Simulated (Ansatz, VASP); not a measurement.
**HfO2: VASP beside Ansatz**

Wanted: the spread between two codes on one cell, functional and k mesh. The structure shown is the end of the Ansatz relaxation below.

Program: Ansatz 0.2.0. Level of theory: plane waves, with VASP 6.6.1 beside it; single point at PBEsol. Results are calculated unless marked as measured.

## (1) Set-up

The structure is tetragonal, space group P4_2/nmc (No. 137). The conventional cell has a = 3.576 Å, b = 3.576 Å, c = 5.063 Å, α = 90.00°, β = 90.00°, γ = 90.00°. Nearest to Hf lie 8 O at 2.07 to 2.33 Å. Nearest to O lie 4 Hf at 2.07 to 2.33 Å. Farther neighbours and most contacts between anions are not listed.

Structure file:

```cif
data_structure
_symmetry_space_group_name_H-M 'P4_2/nmc:1'
_symmetry_Int_Tables_number 137
_cell_length_a 3.5763
_cell_length_b 3.5763
_cell_length_c 5.0628
_cell_angle_alpha 90.000
_cell_angle_beta 90.000
_cell_angle_gamma 90.000
_cell_volume 64.75
loop_
_atom_site_label
_atom_site_type_symbol
_atom_site_symmetry_multiplicity
_atom_site_Wyckoff_symbol
_atom_site_fract_x
_atom_site_fract_y
_atom_site_fract_z
_atom_site_occupancy
Hf1 Hf 2 a 0.00000 0.00000 0.00000 1
O1 O 4 d 0.00000 0.50000 0.20592 1
```

## (2) Ansatz: relaxation, PBEsol

Ansatz runs on its PAW soft_1 files.

This run makes the geometry at which the two programs are then compared.

Contents of input.yaml:

```yaml
crystal:
  lattice:
    - [3.585223935, 0.0, 0.0]
    - [0.0, 3.585223935, 0.0]
    - [0.0, 0.0, 5.06284856]
  atoms:
    - { symbol: Hf, position: [0.0, 0.0, 0.0] }
    - { symbol: Hf, position: [0.5, 0.5, 0.5] }
    - { symbol: O, position: [0.0, 0.5, 0.2001629] }
    - { symbol: O, position: [0.0, 0.5, 0.7001629] }
    - { symbol: O, position: [0.5, 0.0, 0.2998371] }
    - { symbol: O, position: [0.5, 0.0, 0.7998371] }
kpoints:
  mp_grid: { grid: [8, 8, 6] }
scf:
  occupations: { method: fermi_dirac, width: 0.02 }
hamiltonian:
  xc: pbesol
  pseudopotentials: { kind: paw, azcp: { folder: soft_1 }, xc_functional: pbe }
basis:
  ecutwfc: 600
output:
  forces: true
  stress: true
  write_density: true
  write_potential: true
  elf: true
  volumetric_format: npy
relax:
  f_tol: 0.005
  max_steps: 70
  cell: { stress_tol: 0.02, p_target: 0, fix: [c, alpha, beta, gamma] }
```

Run with:

```console
$ ansatz run input.yaml --threads 4 --pin off --max-ram 10240MiB --backend cpu --events-out ev --progress --plain --runs-dir out
```

Numbers of over 12 decimals in the logs are rounded to 6 here.

Output:

```text
Engine: ansatz 0.2.0, aarch64-unknown-linux-gnu
Pseudopotentials: kind: paw
Pseudopotential: Hf, paw, valence charge 26, recommended cutoff 420 eV (normal), soft_1/Hf.paw.azcp
Pseudopotential: O, paw, valence charge 6, recommended cutoff 420 eV (normal), soft_1/O.paw.azcp
Functional definition: PBEsol
  exchange = pbesol_x
  correlation = pbesol_c
Crystal: 6 atoms, lattice volume = 65.077 Å³
Basis set: ecut = 600 eV, 2173 PW (Γ), exchange–correlation on 60×60×90 points (8 copies of the dense FFT grid, shifted against one another)
Bands: 46, of which v1, the nominal top of the filled ones, is band 38 counted from 1 (37 counted from 0)
Symmetry: 16 space group operations
Space group: P42/nmc (ITA 137), of the structure as read, at distance tolerance 4.0e-5 Å
k-points: 60 of 384
Non-local potential: Hf, projectors of the file, l = 0: 3, l = 1: 2, l = 2: 2, l = 3: 3
Non-local potential: O, projectors of the file, l = 0: 2, l = 1: 2, l = 2: 1
PAW form: soft (Blöchl's): semilocal exchange-correlation on the pseudo side does not see the compensation charge
PAW frozen core: Hf, regenerated for the run's functional, and the local potential with it (the file was generated under x = pbe(κ = 0.804, μ = 0.219515), c = pbe(β = 0.066725))
PAW frozen core: O, regenerated for the run's functional, and the local potential with it (the file was generated under x = pbe(κ = 0.804, μ = 0.219515), c = pbe(β = 0.066725))
PAW one-centre angular grid: Hf, 590 points (default); XC on 64 Gauss nodes
PAW one-centre angular grid: O, 110 points (default); XC on 64 Gauss nodes
Initial density: superposition of atomic densities (chi_scale 0.1, normalization cell, long waves kept (reshape's long-wave potential 0.00 eV rms))
Initial wavefunctions: pseudopotential atomic-orbital guess
Functional: x = pbesol(κ = 0.804, μ = 0.123457), c = pbesol(β = 0.046)
SCF iter   1: F=—  HF=-33453.161189 eV  |F-HF|=—  |Δ(HF+E_count)|=         —  Δρ=9.26e-2  dr2=4.23e0  ethr=3.10e-3  ⟨swp⟩=5.8  Hψ=8705  notcnv=0
preconditioner: auto → Resta (q_TF=auto, 2.800 Å⁻¹)  ε∞=5.1  [insulator: Δε(μ)=3.482 eV  Ē_g=19.306 eV  σ=0.020 eV  W_gap=1.00  n_scr=28 (ndim 8)  ℏωp=39.1 eV  f_vac=0.000  D(μ)=0.00/eV (n_scr^D=0)  ε∞_Penn≈5.1]
SCF iter   2: F=—  HF=-33452.191763 eV  |F-HF|=—  |Δ(HF+E_count)|=   9.69e-1  Δρ=4.30e-2  dr2=1.02e0  ethr=3.10e-3  ⟨swp⟩=2.6  Hψ=5701  notcnv=0  defer=220
SCF iter   3: F=—  HF=-33451.914425 eV  |F-HF|=—  |Δ(HF+E_count)|=   2.77e-1  Δρ=2.19e-2  dr2=2.86e-1  ethr=1.35e-3  ⟨swp⟩=2.0  Hψ=4480  notcnv=0  defer=220
SCF iter   4: F=—  HF=-33451.830619 eV  |F-HF|=—  |Δ(HF+E_count)|=   8.38e-2  Δρ=8.37e-3  dr2=3.08e-2  ethr=3.76e-4  ⟨swp⟩=2.9  Hψ=5188  notcnv=0  defer=220
SCF iter   5: F=—  HF=-33451.847113 eV  |F-HF|=—  |Δ(HF+E_count)|=   1.65e-2  Δρ=3.83e-3  dr2=1.10e-2  ethr=4.05e-5  ⟨swp⟩=2.0  Hψ=4459  notcnv=0  defer=220
SCF iter   6: F=—  HF=-33451.842120 eV  |F-HF|=—  |Δ(HF+E_count)|=   4.99e-3  Δρ=9.94e-4  dr2=5.39e-4  ethr=1.45e-5  ⟨swp⟩=2.0  Hψ=5080  notcnv=0  defer=220
SCF iter   7: F=—  HF=-33451.842921 eV  |F-HF|=—  |Δ(HF+E_count)|=   8.01e-4  Δρ=5.71e-4  dr2=1.55e-4  ethr=7.10e-7  ⟨swp⟩=2.0  Hψ=4835  notcnv=0  defer=220
SCF iter   8: F=—  HF=-33451.842958 eV  |F-HF|=—  |Δ(HF+E_count)|=   3.67e-5  Δρ=6.55e-5  dr2=1.94e-6  ethr=2.04e-7  ⟨swp⟩=2.0  Hψ=4818  notcnv=0  defer=220
SCF iter   9: F=—  HF=-33451.843006 eV  |F-HF|=—  |Δ(HF+E_count)|=   4.80e-5  Δρ=8.34e-6  dr2=2.80e-8  ethr=1.32e-10  ⟨swp⟩=6.3  Hψ=18999  notcnv=0
SCF iter  10: F=-33451.843006 eV  HF=-33451.843006 eV  |F-HF|=8.51e-10  |Δ(HF+E_count)|=   5.22e-8  Δρ=9.32e-7  dr2=3.22e-10  ethr=3.69e-11  ⟨swp⟩=5.3  Hψ=16608  notcnv=0
SCF 1 converged in 10 iterations: F = -33451.843006 eV  dr2 = 3.22e-10
  greatest PAW one-centre occupation: 0.999 electrons in one spin orbital (limit 2), on the Hf atom at site 1 (counted from 0), in its partial waves of l = 3
relax step   1: F+E_penalty+E_count = -33451.84300607 eV  Δ(F+E_penalty+E_count) = +0.000e0 eV  max|allowed force component| = 1.254e-1 eV/Å  Δτ_max = 0.0000 Å  P = +2.196 GPa  Ω = 65.077 Å³  fix = [c, alpha, beta, gamma]  reactions: c +8.162 GPa  (10 SCF iters, dr2 threshold 1.00e-7 eV, accepted)
[...]
relax step   3: F+E_penalty+E_count = -33451.85087577 eV  Δ(F+E_penalty+E_count) = -3.164e-3 eV  max|allowed force component| = 2.068e-2 eV/Å  Δτ_max = 0.0147 Å  P = +2.606 GPa  Ω = 64.707 Å³  energy of the carried Pulay correction = +5.944e-5 eV  fix = [c, alpha, beta, gamma]  reactions: c +7.135 GPa  (5 SCF iters, dr2 threshold 6.00e-7 eV, accepted)
[...]
relax step   4: F+E_penalty+E_count = -33451.85108338 eV  Δ(F+E_penalty+E_count) = -2.076e-4 eV  max|allowed force component| = 1.420e-3 eV/Å  Δτ_max = 0.0039 Å  P = +2.243 GPa  Ω = 64.752 Å³  energy of the carried Pulay correction = +5.213e-5 eV  fix = [c, alpha, beta, gamma]  reactions: c +6.765 GPa  (5 SCF iters, dr2 threshold 2.90e-7 eV, accepted)
[...]
relax step   5: F+E_penalty+E_count = -33451.85103366 eV  Δ(F+E_penalty+E_count) = +4.971e-5 eV  max|allowed force component| = 1.428e-3 eV/Å  Δτ_max = 0.0000 Å  P = +2.243 GPa  Ω = 64.752 Å³  fix = [c, alpha, beta, gamma]  reactions: c +6.766 GPa  stress off target by 1.85e-2 GPa on what of the cell is left free  SCF on the basis re-selected at this cell (its energy is not comparable with the rows above)  (6 SCF iters)
basis re-selected at this cell: Δ(F+E_penalty+E_count) = +4.971e-5 eV, ΔP = -0.000 GPa vs the last step (what re-selecting the basis moved, of the pressure what is left beyond the Pulay correction that the steps carried, after the strain that the cell walked since its last selection, with what the two solves' SCF thresholds leave and, on support functions, any second-order correction that the steps lacked; it is no m [...]
SCF converged after 6 iterations
Free energy (F): -33451.851034 eV
Harris-Foulkes:  -33451.851034 eV  (|F-HF|=1.46e-11)
Internal energy: -33451.851034 eV  (E = F + TS)
E sigma→0 (E₀):  -33451.851034 eV
Fermi energy:    16.419837 eV
--- Per-component energies (eV) ---
  E_band       = 13.546378
  E_kinetic    = 1486.792147
  E_local      = -13978.267366  (includes V_loc(G=0)·N_el)
  E_nonlocal   = 354.019636
  E_hartree    = 6665.598689
  E_xc         = -812.369126
  E_vxc        = -872.904057  (∫ρ·V_xc dr)
  E_paw        = -15786.944893  (= ΣΔE_a)
  E_vpaw       = -307.292105  (= ΣTr[D̂ρ^β])
  E_aug_tail   = 0.000794  (compensation charges beyond the density's cutoff)
  E_ewald      = -11383.324178
  E_core_change = 2.643264  (= ΣΔE_core)
  E_smearing   = -0.000000  (= −TS)
  E_closure    = -0.000000  (closes the sum)
  Σ components = -33451.851034   (vs F -33451.851034, Δ=0.00e0)
--- Forces (eV/Å), atoms counted from 1 ---
  atom   1  Hf     0.00000000     0.00000000     0.00000000
  atom   2  Hf     0.00000000     0.00000000     0.00000000
  atom   3  O      0.00000000     0.00000000     0.00142779
  atom   4  O      0.00000000     0.00000000     0.00142779
  atom   5  O      0.00000000     0.00000000    -0.00142779
  atom   6  O      0.00000000     0.00000000    -0.00142779
  max |Σ_I F_I| component: 1.73e-17 eV/Å
--- Stress (GPa, compression-positive) ---
       -0.018496       0.000000       0.000000
        0.000000      -0.018496       0.000000
        0.000000       0.000000       6.765875
  P = ⅓ Tr σ = 2.2430 GPa (22.430 kbar)
--- Band table (eV; the first three rows and the last of 60) ---
  k-point 0: bands = [... 34 lower, 13.8385, 13.9547, 13.9547, 14.1381, 18.6010, 18.6196, 19.6656, 20.2502, ... 4 higher]
  k-point 1: bands = [... 34 lower, 13.2688, 13.7266, 13.9765, 13.9765, 18.6916, 18.7804, 19.7036, 20.1122, ... 4 higher]
  k-point 2: bands = [... 34 lower, 13.3768, 13.3768, 14.0184, 14.0184, 18.9501, 19.1919, 19.7619, 19.7801, ... 4 higher]
  k-point 59: bands = [... 34 lower, 12.6888, 12.6888, 14.1078, 14.1078, 19.9180, 19.9180, 20.1941, 20.1941, ... 4 higher]
--- Relaxed structure (4 steps of the walk, 4 accepted, 1 SCFs on fresh bases) ---
  F+E_penalty+E_count = -33451.85103366 eV   max|allowed force component| = 1.428e-3 eV/Å   (the final SCF, on the basis selected at the relaxed cell)
  cell:  # Å, volume = 64.7523 Å³
    - [3.576268, 0, 0.0]
    - [0, 3.576268, 0.0]
    - [0.0, 0.0, 5.06284856]
  atoms:
    - { symbol: Hf, position: [0, 0, 1.1421261209103512e-19] }
    - { symbol: Hf, position: [0.500000, 0.500000, 0.5] }
    - { symbol: O, position: [0, 0.500000, 0.205922] }
    - { symbol: O, position: [0, 0.500000, 0.705922] }
    - { symbol: O, position: [0.500000, 0, 0.294078] }
    - { symbol: O, position: [0.500000, 0, 0.794078] }
```

## (3) VASP: single point, PBEsol, pair 1

The same cell, functional, mesh and smearing now go to VASP, with its own data sets.

Lines of VASP's logs that name or quote its potential files are left out, and so is its time.

Contents of INCAR:

```
SYSTEM = HfO2
PREC = Accurate
ENCUT = 600
EDIFF = 1E-06
NELM = 120
ISMEAR = -1
SIGMA = 0.02
LREAL = .FALSE.
ALGO = Normal
GGA = PS
NBANDS = 28
LASPH = .TRUE.
LORBIT = 11
LWAVE = .FALSE.
LCHARG = .FALSE.
ISIF = 2
GGA_COMPAT = .FALSE.
EFERMI = MIDGAP
KPAR = 2
```

Contents of POSCAR:

```
HfO2
1.0
    3.5762679229      0.0000000000      0.0000000000
    0.0000000000      3.5762679229      0.0000000000
    0.0000000000      0.0000000000      5.0628485600
Hf O
2 4
Direct
    0.0000000000      0.0000000000      0.0000000000
    0.5000000000      0.5000000000      0.5000000000
    0.0000000000      0.5000000000      0.2059222129
    0.0000000000      0.5000000000      0.7059222129
    0.5000000000      0.0000000000      0.2940777871
    0.5000000000      0.0000000000      0.7940777871
```

Contents of KPOINTS:

```
Automatic mesh
0
Gamma
8 8 6
0 0 0
```

PAW data sets: Hf_pv and O (PBE family, release 64).

Run with:

```console
$ mpirun -np 2 vasp_std
```

Output:

```text
[banner, memory and clock lines left out]
running    2 mpi-ranks, on    1 nodes
 distrk:  each k-point on    1 cores,    2 groups
 distr:  one band on    1 cores,    1 groups

 POSCAR found type information on POSCAR HfO
 POSCAR found :  2 types and       6 ions
|                                                                             |
|               ----> ADVICE to this user running VASP <----                  |
|                                                                             |
|     You enforced a specific xc type in the INCAR file but a different       |
|     [... a line on the potential file left out ...]
|     I HOPE YOU KNOW WHAT YOU ARE DOING!                                     |
|                                                                             |

 LDA part: xc-table for (Slater+PW92), standard interpolation
 POSCAR, INCAR and KPOINTS ok, starting setup
 FFT: planning ... GRIDC
 FFT: planning ... GRID_SOFT
 FFT: planning ... GRID
 WAVECAR not read
 entering main loop
       N       E                     dE             d eps       ncg     rms          rms(c)
DAV:   1     0.270098747139E+03    0.27010E+03   -0.27623E+04  3360   0.176E+03
DAV:   2    -0.593575880341E+02   -0.32946E+03   -0.32034E+03  4336   0.406E+02
DAV:   3    -0.733977011472E+02   -0.14040E+02   -0.13995E+02  3944   0.762E+01
DAV:   4    -0.735425688860E+02   -0.14487E+00   -0.14477E+00  4492   0.851E+00
DAV:   5    -0.735436859443E+02   -0.11171E-02   -0.11169E-02  4192   0.703E-01    0.755E+01
DAV:   6    -0.636759117041E+02    0.98678E+01   -0.52513E+01  3844   0.396E+01    0.629E+01
DAV:   7    -0.634493106484E+02    0.22660E+00   -0.23203E+00  4084   0.105E+01    0.353E+01
DAV:   8    -0.634199185540E+02    0.29392E-01   -0.21278E-01  4088   0.368E+00    0.603E+00
DAV:   9    -0.634032023950E+02    0.16716E-01   -0.64356E-02  3780   0.177E+00    0.274E+00
DAV:  10    -0.634022863879E+02    0.91601E-03   -0.69786E-03  4224   0.537E-01    0.103E-01
DAV:  11    -0.634023151984E+02   -0.28810E-04   -0.43144E-04  4136   0.137E-01    0.935E-02
DAV:  12    -0.634023283386E+02   -0.13140E-04   -0.18519E-05  4204   0.278E-02    0.719E-02
DAV:  13    -0.634023292406E+02   -0.90194E-06   -0.11045E-06  3056   0.624E-03
   1 F= -.63402329E+02 E0= -.63402329E+02  d E =0.000000E+00
```

Parts of OUTCAR (step 3):

```text
ion  position               nearest neighbor table
   1  0.000  0.000  0.000-   3 2.07   6 2.07   3 2.07   6 2.07   5 2.33   4 2.33   5 2.33   4 2.33
                             2 3.58   2 3.58   2 3.58   2 3.58   2 3.58   2 3.58   2 3.58   2 3.58
   2  0.500  0.500  0.500-   4 2.07   5 2.07   5 2.07   4 2.07   3 2.33   6 2.33   3 2.33   6 2.33
                             1 3.58   1 3.58   1 3.58   1 3.58   1 3.58   1 3.58   1 3.58   1 3.58
   3  0.000  0.500  0.206-   1 2.07   1 2.07   2 2.33   2 2.33
   4  0.000  0.500  0.706-   2 2.07   2 2.07   1 2.33   1 2.33
   5  0.500  0.000  0.294-   2 2.07   2 2.07   1 2.33   1 2.33
   6  0.500  0.000  0.794-   1 2.07   1 2.07   2 2.33   2 2.33

  LATTYP: Found a simple tetragonal cell.
 ALAT       =     3.5762679229
 C/A-ratio  =     1.4156793252

 Subroutine GETGRP returns: Found 16 space group operations
 (whereof  8 operations were pure point group operations)

The static configuration has the point symmetry D_2d.
 The point group associated with its full space group is D_4h.

 Found     60 irreducible k-points:

   k-points           NKPTS =     60   k-points in BZ     NKDIM =     60   number of bands    NBANDS=     28

   dimension x,y,z NGX =    30 NGY =   30 NGZ =   40
   dimension x,y,z NGXF=    60 NGYF=   60 NGZF=   80

   ENCUT  =  600.0 eV  44.10 Ry    6.64 a.u.   7.14  7.14 10.11*2*pi/ulx,y,z

   NELECT =      44.0000    total number of electrons

 k-points in reciprocal lattice and weights: Automatic mesh
   0.00000000  0.00000000  0.00000000       0.003
   0.12500000  0.00000000  0.00000000       0.010
   0.25000000  0.00000000  0.00000000       0.010
   0.37500000  0.00000000  0.00000000       0.010
   0.50000000  0.00000000  0.00000000       0.005
   0.12500000  0.12500000  0.00000000       0.010
   0.25000000  0.12500000  0.00000000       0.021
   0.37500000  0.12500000  0.00000000       0.021
   0.50000000  0.12500000  0.00000000       0.010
[...]
0.50000000  0.37500000  0.50000000       0.010
   0.50000000  0.50000000  0.50000000       0.003

 average (electrostatic) potential at core
       1 -36.8753       2 -36.8753       3 -69.6915       4 -69.6915       5 -69.6915
       6 -69.6915

 E-fermi :   5.8098

 k-point     1 :       0.0000    0.0000    0.0000
  band No.  band energies     occupation
    ...
     18       2.2433      2.00000
     19       3.2427      2.00000
     20       3.3619      2.00000
     21       3.3619      2.00000
     22       3.5549      2.00000
     23       8.0006      0.00000
     24       8.0318      0.00000
     25       9.0736      0.00000
     26       9.6536      0.00000
     27       9.9855      0.00000
    ...

 k-point     2 :       0.1250    0.0000    0.0000
  band No.  band energies     occupation
    ...
     18       2.1844      2.00000
     19       2.9602      2.00000
     20       3.0477      2.00000
     21       3.4351      2.00000
     22       3.5797      2.00000
     23       8.2318      0.00000
     24       8.2970      0.00000
     25       9.0903      0.00000
     26       9.6477      0.00000
     27      10.3515      0.00000
    ...

 k-point     3 :       0.2500    0.0000    0.0000
  band No.  band energies     occupation
    ...
     18       1.7454      2.00000
     19       2.3744      2.00000
     20       2.7544      2.00000
     21       3.4266      2.00000
     22       3.6120      2.00000
     23       8.5041      0.00000
     24       8.8793      0.00000
     25       8.9281      0.00000
     26       9.6395      0.00000
     27      11.0391      0.00000
    ...

  Total       -1.5379636     -1.5379636      1.2832580      0.0000000      0.0000000      0.0000000
  in kB      -38.0541133    -38.0541133     31.7518860      0.0000000      0.0000000      0.0000000
  external PRESSURE =     -14.7854469 kB  Pullay stress =       0.0000000 kB

  energy-cutoff  :      600.00
  volume of cell :       64.75
      direct lattice vectors                 reciprocal lattice vectors
     3.576267923  0.000000000  0.000000000     0.279621108  0.000000000  0.000000000
     0.000000000  3.576267923  0.000000000     0.000000000  0.279621108  0.000000000
     0.000000000  0.000000000  5.062848560     0.000000000  0.000000000  0.197517265

 POSITION                                       TOTAL-FORCE (eV/Angst)
 -----------------------------------------------------------------------------------
      0.00000      0.00000      0.00000         0.000000      0.000000      0.000000
      1.78813      1.78813      2.53142         0.000000     -0.000000      0.000000
      0.00000      1.78813      1.04255        -0.000000      0.000000     -0.024489
      0.00000      1.78813      3.57398         0.000000      0.000000     -0.024489
      1.78813      0.00000      1.48887         0.000000      0.000000      0.024489
      1.78813      0.00000      4.02030        -0.000000      0.000000      0.024489
 -----------------------------------------------------------------------------------
    total drift:                                0.000000     -0.000000      0.000000

  FREE ENERGIE OF THE ION-ELECTRON SYSTEM (eV)
  ---------------------------------------------------
  free  energy   TOTEN  =       -63.4023292406 eV

  energy  without entropy=      -63.4023292406  energy(sigma->0) =      -63.40232924

 total charge
# of ion       s       p       d       tot
------------------------------------------
    1        0.313   6.616   1.475   8.404
    2        0.313   6.616   1.475   8.404
    3        1.554   3.543   0.000   5.098
    4        1.554   3.543   0.000   5.098
    5        1.554   3.543   0.000   5.098
    6        1.554   3.543   0.000   5.098
--------------------------------------------------
tot          6.842  27.406   2.951  37.199

[... 3 further parts left out ...]
```

Harder data sets than Hf_pv exist (the GW ones), and pressures, volumes and forces can shift noticeably with them.

## (4) Differences

Known differences besides the potentials themselves: the data sets hold 76 valence electrons in Ansatz (on its PAW soft_1 files) and 44 in VASP; Ansatz makes its cores anew for this functional, VASP keeps those of its PBE data sets; Ansatz's pressure holds a Pulay correction, VASP's none. Total energies have different zeros and are not compared.

Both answers:

```
              quantity  Ansatz   VASP  difference
        pressure (GPa)    2.24  -1.48       +3.72
gap on the k mesh (eV)   4.412  4.382      +0.030
```

At this near-relaxed geometry the largest component of a force difference is 26 meV/Å. A gap on the mesh is an upper bound, since the band edges may lie between its points; neither run holds spin-orbit coupling, which can move the band edges of a compound of Hf.

(Part 1 of 2 ends here.)

[Lines on the potential files, build, host, timing and source positions are cut from VASP's logs without a mark.]

[Logs are printed without paths, hosts, clocks, repeated set-up lines and the standing remarks that a program may print on its own settings, such as how far it seeks lower states.]

[Hosts, paths, dates, database ids (printed as entryN), source tags and the programs' standing remarks are cut or masked in the printed files.]
